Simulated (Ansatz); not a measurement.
**InSe: relaxation of the atoms with PBE**

The system is InSe.

```
In Se
1.0
     5.82639   -2.05465    0.00000
     5.82639    2.05465    0.00000
    -1.72323    0.00000    4.58049
In Se
2 2
Cartesian
  10.2693 0.0000 0.2146
  -0.3398 0.0000 4.3659
  6.5489 0.0000 3.0641
  3.3807 0.0000 1.5163
```

The cell comes from a database or a generator and needn't be the stable form of this composition.

The cell isn't the ideal one: strained by -4 %.

```yaml
Program: Ansatz 0.2.0
Task: relaxation of the atoms
Functional: PBE
Potentials_or_basis: Ansatz PAW
Cutoff: "420 eV (not typed: the program's choice for these potentials)"
k_mesh: 5 × 5 × 5
Occupations: fermi-dirac, width 0.05 eV
Spin: no spin polarisation
```

```json
{
 "Energy gained by relaxing": "14.9 meV/atom",
 "Ionic steps": "4",
 "Pressure after relaxing": "1.5 GPa",
 "Largest force after relaxing": "0.005 eV/Å",
 "Band gap on the k mesh": "1.24 eV, indirect (least direct gap 1.26 eV)"
}
```

Forces in eV/Å, atoms in the order of the input:
```
In  -0.004  0.000  0.002
In   0.004  0.000 -0.002
Se  -0.005  0.000  0.000
Se   0.005  0.000  0.000
```

Stress tensor (GPa, compression positive):
```
1.91 0.00 0.23
0.00 1.43 0.00
0.23 0.00 1.16
```

Step by step:
```tsv
step	energy change (eV)	largest force (eV/Å)
1	0.0000	0.6976
2	-0.0595	0.0396
3	-0.0596	0.0268
4	-0.0596	0.0048
```

Final structure:
```
In Se
1.0
     5.82639   -2.05465    0.00000
     5.82639    2.05465    0.00000
    -1.72323    0.00000    4.58049
In Se
2 2
Direct
  0.88799 0.88799 0.04646
  0.11201 0.11201 0.95354
  0.65844 0.65844 0.64966
  0.34156 0.34156 0.35034
```

Levels at points of the mesh, in eV from the valence-band top:
| k point | band 26 | band 27 | band 28 | band 29 | band 30 | band 31 | band 32 | band 33 |
| --- | --- | --- | --- | --- | --- | --- | --- | --- |
| (0.00, 0.00, 0.00) | -2.33 | -1.95 | -1.56 | -1.13 | 2.83 | 3.39 | 3.79 | 4.99 |

Wall time 21 s on 2 threads of Arm Neoverse V1, with other jobs on the host, peak memory 0.49 GiB.

Caveat: odd divisions of the mesh miss points on the zone boundary, where band edges often lie, so the gap on the mesh can be too wide; spin-orbit coupling is left out, which moves the levels of the heavy elements; the thresholds are loose for stress. A k mesh can miss the band edges.
